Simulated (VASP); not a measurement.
# Mg (P6_3/mmc) in VASP: further runs, part 2 of 2

VASP 6.6.1. Earlier steps stand in the parts before.

## 5. Relaxation of cell and atoms, PBE+D3(BJ)

This run uses another cell than the first one, of 21.62 Å³/atom, 0.931 times its volume.

INCAR reads:

```
SYSTEM = Mg
PREC = Accurate
ENCUT = 600
EDIFF = 1E-7
ISMEAR = 1
SIGMA = 0.1
LREAL = .FALSE.
LASPH = .TRUE.
NELM = 80
ALGO = Normal
ISIF = 3
LWAVE = .FALSE.
LCHARG = .FALSE.
GGA = PE
IVDW = 12
IBRION = 2
NSW = 90
EDIFFG = -0.005
```

KPOINTS reads:

```
regular mesh
0
G
  18 18 9
  0 0 0
```

POSCAR reads:

```
Mg                                      
1.0
    3.1471673111      0.0000000000      0.0000000000
   -1.5735836555      2.7255268414     -0.0000000000
    0.0000000000     -0.0000000000      5.0415861647
  Mg            
     2
Direct
     0.3333333332999970    0.6666666667000030    0.2500000000000000
     0.6666666667000030    0.3333333332999970    0.7500000000000000
```

Potentials or basis: VASP PAW PBE potentials, release 64 (Mg).

Command:

```console
cat potpaw_PBE.64/Mg/POTCAR > POTCAR
mpirun -np 1 vasp_std > vasp.out
```

OUTCAR:

```text
SYSTEM = Mg
   PREC = Accurate
   ENCUT = 600
   EDIFF = 1E-7
   ISMEAR = 1
   LREAL = .FALSE.
   LASPH = .TRUE.
   NELM = 80
   ISIF = 3
   GGA = PE
   IVDW = 12
   IBRION = 2
   NSW = 90
   EDIFFG = -0.005
 IVDW          = 12

 ion  position               nearest neighbor table
   1  0.333  0.667  0.250-   2 3.11   2 3.11   2 3.11   2 3.11   2 3.11   2 3.11
   2  0.667  0.333  0.750-   1 3.11   1 3.11   1 3.11   1 3.11   1 3.11   1 3.11

  LATTYP: Found a hexagonal cell.
 ALAT       =     3.1471673111
 C/A-ratio  =     1.6019441187

  Lattice vectors:

 A1 = (   3.1471673111,   0.0000000000,   0.0000000000)
 A2 = (  -1.5735836555,   2.7255268414,   0.0000000000)
 A3 = (   0.0000000000,   0.0000000000,   5.0415861647)

Analysis of symmetry for initial positions (statically):
=====================================================================
 Subroutine PRICEL returns:
 Original cell was already a primitive cell.

 Routine SETGRP: Setting up the symmetry group for a
 hexagonal supercell.
[... 222 lines left out ...]

 E-fermi :   2.9523     XC(G=0):  -8.6757

 val. band max:        2.9463658279   @ k =   0.1667   0.1111   0.0000
 cond. band min:       2.9726811487   @ k =   0.3333   0.1111   0.1111
 fundamental gap:      0.0263153207
 Fermi energy:         2.9523203261

 k-point     1 :       0.0000    0.0000    0.0000
  band No.  band energies     occupation
      1      -4.2409      2.00000
      2       1.2414      2.00000
      3       1.8376      2.00000
      4      14.0899      0.00000
      5      14.0899      0.00000
      6      14.2946      0.00000
[... 199 lines left out ...]
 k-point    24 :       0.3889    0.1111    0.0000
  band No.  band energies     occupation
      1      -0.1374      2.00000
      2       1.9677      2.00000
      3       5.0570      0.00000
      4       5.7738      0.00000
      5       7.0595      0.00000
      6       7.1462      0.00000

 [... further k-points ...]

------------------------ aborting loop because EDIFF is reached ----------------------------------------

 Edisp (eV)   -0.60149

 E8    (eV) :    -0.2635

  FORCE on cell =-STRESS in cart. coord.  units (eV):
  Direction    XX          YY          ZZ          XY          YZ          ZX
  --------------------------------------------------------------------------------------
  -------------------------------------------------------------------------------------
  Total       0.00161     0.00161     0.00318     0.00000     0.00000     0.00000
  in kB       0.05969     0.05969     0.11786     0.00000     0.00000     0.00000
  external pressure =        0.08 kB  Pullay stress =        0.00 kB

 VOLUME and BASIS-vectors are now :
 -----------------------------------------------------------------------------
  energy-cutoff  :      600.00
  volume of cell :       43.28
      direct lattice vectors                 reciprocal lattice vectors
     3.147896820  0.000000000  0.000000000     0.317672420  0.183408257 -0.000000000
    -1.573948410  2.726158615  0.000000000    -0.000000000  0.366816514 -0.000000000
     0.000000000  0.000000000  5.043068986     0.000000000  0.000000000  0.198291953

 POSITION                                       TOTAL-FORCE (eV/Angst)
 -----------------------------------------------------------------------------------
     -0.00000      1.81744      1.26077        -0.000000      0.000000      0.000000
      1.57395      0.90872      3.78230         0.000000     -0.000000      0.000000
 -----------------------------------------------------------------------------------
    total drift:                               -0.000000      0.000000     -0.000000

  FREE ENERGIE OF THE ION-ELECTRON SYSTEM (eV)
  ---------------------------------------------------
  free  energy   TOTEN  =        -3.5991414664 eV

  energy  without entropy=       -3.5993986799  energy(sigma->0) =       -3.59922720

 reached required accuracy - stopping structural energy minimisation
```

OSZICAR:

```text
N       E                     dE             d eps       ncg     rms          rms(c)
DAV:   1     0.288835527336E+00    0.28884E+00   -0.14400E+03  2220   0.534E+02
DAV:   2    -0.298431894202E+01   -0.32732E+01   -0.31558E+01  2982   0.312E+01
DAV:   3    -0.301133933719E+01   -0.27020E-01   -0.26979E-01  3198   0.342E+00
DAV:   4    -0.301139871391E+01   -0.59377E-04   -0.59373E-04  3018   0.143E-01
DAV:   5    -0.301139901675E+01   -0.30285E-06   -0.30314E-06  3174   0.844E-03    0.954E-01
DAV:   6    -0.300471743583E+01    0.66816E-02   -0.46981E-04  2706   0.267E-01    0.610E-01
DAV:   7    -0.299718698475E+01    0.75305E-02   -0.17925E-03  2418   0.457E-01    0.327E-02
DAV:   8    -0.299719486435E+01   -0.78796E-05   -0.12572E-05  3504   0.321E-02    0.713E-03
DAV:   9    -0.299719389483E+01    0.96952E-06   -0.11236E-06  2670   0.760E-03    0.636E-04
DAV:  10    -0.299719373456E+01    0.16027E-06   -0.47489E-09  1962   0.677E-04    0.102E-04
DAV:  11    -0.299719373279E+01    0.17639E-08   -0.44592E-10  1560   0.199E-04
   1 F= -.35991369E+01 E0= -.35992205E+01  d E =-.359914E+01
       N       E                     dE             d eps       ncg     rms          rms(c)
DAV:   1    -0.299765642674E+01   -0.46269E-03   -0.20126E-05  2856   0.296E-02    0.142E-03
DAV:   2    -0.299765626964E+01    0.15710E-06   -0.64103E-08  2640   0.212E-03    0.909E-04
DAV:   3    -0.299765603490E+01    0.23474E-06   -0.49985E-09  1428   0.658E-04    0.418E-05
DAV:   4    -0.299765604493E+01   -0.10028E-07   -0.14459E-10  1368   0.116E-04
   2 F= -.35991415E+01 E0= -.35992272E+01  d E =-.454665E-05
```

Wall time 38 s (1 thread of Intel Xeon Platinum 8488C (Sapphire Rapids), shared host); peak memory 0.23 GiB.

Results:

* Free energy: -3.5991 eV
* Relaxed volume: 21.64 Å³/atom
* Relaxed cell: a = 3.148 Å, b = 3.148 Å, c = 5.043 Å, α = 90.00°, β = 90.00°, γ = 120.00°
* Space group after relaxing (to 0.05 Å): P6_3/mmc (No. 194)
* Energy gained by relaxing: 0.0 meV/atom
* Ionic steps: 2
* Pressure after relaxing: 0.0 GPa
* Band gap on the k mesh: none (metal or under the smearing width)
* Dispersion energy per atom: -0.301 eV

Final structure:
```xyz
2
Lattice="3.1479 0.0000 0.0000 -1.5739 2.7262 0.0000 0.0000 0.0000 5.0431" Properties=species:S:1:pos:R:3 pbc="T T T"
Mg    0.0000    1.8174    1.2608
Mg    1.5739    0.9087    3.7823
```

Caveat: pairwise dispersion overbinds metals, which lowers pressure and volume.

## 6. Relaxation of cell and atoms, PBEsol

INCAR reads:

```
  PREC = Accurate
  ENCUT = 600
  EDIFF = 1E-6
  ISMEAR = 1
  SIGMA = 0.1
  LREAL = False
  LASPH = True
  NELM = 80
  ALGO = Normal
  ISIF = 3
  LWAVE = False
  LCHARG = False
  GGA = PS
  IBRION = 2
  NSW = 90
  EDIFFG = -0.01
```

KPOINTS reads:

```
Automatic mesh
0
Gamma
  18 18 9
```

POSCAR reads:

```
Mg
1.0
    3.2093000000      0.0000000000      0.0000000000
   -1.6046500000      2.7793353284      0.0000000000
    0.0000000000      0.0000000000      5.2103000000
Mg
2
Direct
    0.3333333333      0.6666666667      0.2500000000
    0.6666666667      0.3333333333      0.7500000000
```

Potentials or basis: VASP PAW PBE potentials, release 64 (Mg).

Command:

```console
cat potpaw_PBE.64/Mg/POTCAR > POTCAR
mpirun -np 1 vasp_std > vasp.out
```

Run time: 69 s. Hardware: 1 thread of Intel Xeon Platinum 8488C (Sapphire Rapids), shared host; peak memory 0.22 GiB.

The run converged. Its results:

```
Free energy                            : -3.4488 eV
Relaxed volume                         : 22.45 Å³/atom
Relaxed cell                           : a = 3.188 Å, b = 3.188 Å, c = 5.102 Å, α = 90.00°, β = 90.00°, γ = 120.00°
Space group after relaxing (to 0.05 Å) : P6_3/mmc (No. 194)
Energy gained by relaxing              : 3.3 meV/atom
Ionic steps                            : 6
Pressure after relaxing                : 0.0 GPa
Band gap on the k mesh                 : none (metal or under the smearing width)
```

Step by step:
```
step  energy change (eV)  largest force (eV/Å)  pressure (GPa)  volume (Å³)
   1              0.0000                0.0000           -1.18        46.47
   2             -0.0057                0.0000           -0.32        45.33
   3             -0.0062                0.0000            0.03        44.91
   4             -0.0062                0.0000            0.05        44.88
   5             -0.0064                0.0000            0.05        44.89
   6             -0.0065                0.0000            0.04        44.90
```

Final structure:
```
Mg
1.0
     3.18777    0.00000    0.00000
    -1.59389    2.76069    0.00000
     0.00000    0.00000    5.10156
Mg
2
Cartesian
  0.0000 1.8405 1.2754
  1.5939 0.9202 3.8262
```

Levels at points of the mesh, in eV from the Fermi level:
```csv
k point,band 1,band 2,band 3,band 4,band 5
"(0.00, 0.00, 0.00)",-7.02,-1.64,-1.10,10.90,10.90
"(0.50, 0.00, 0.00)",-2.22,-2.20,2.71,3.06,3.44
```

Caveat: the PAW data sets were made with another functional, which shifts forces and pressure a little.

## 7. Overview

| level | gap on the mesh (eV) | pressure (GPa) | relaxed volume (Å³/atom) |
| --- | --- | --- | --- |
| PBE | none | 0.0 | 22.85 |
| PBE+D3(BJ) | none | 0.0 | 21.64 |
| PBEsol | none | 0.0 | 22.45 |

Alike in all rows: task relaxation of cell and atoms; potentials or basis VASP PAW PBE potentials, release 64 (Mg); no spin polarisation; cell relaxed; k mesh 18 × 18 × 9; cutoff (eV) 600; smearing methfessel-paxton 0.1 eV.

Caveats: pairwise dispersion overbinds metals, which lowers pressure and volume (some runs); the PAW data sets were made with another functional, which shifts forces and pressure a little (some runs).

Absolute energies hang on the potentials; compare differences alone.
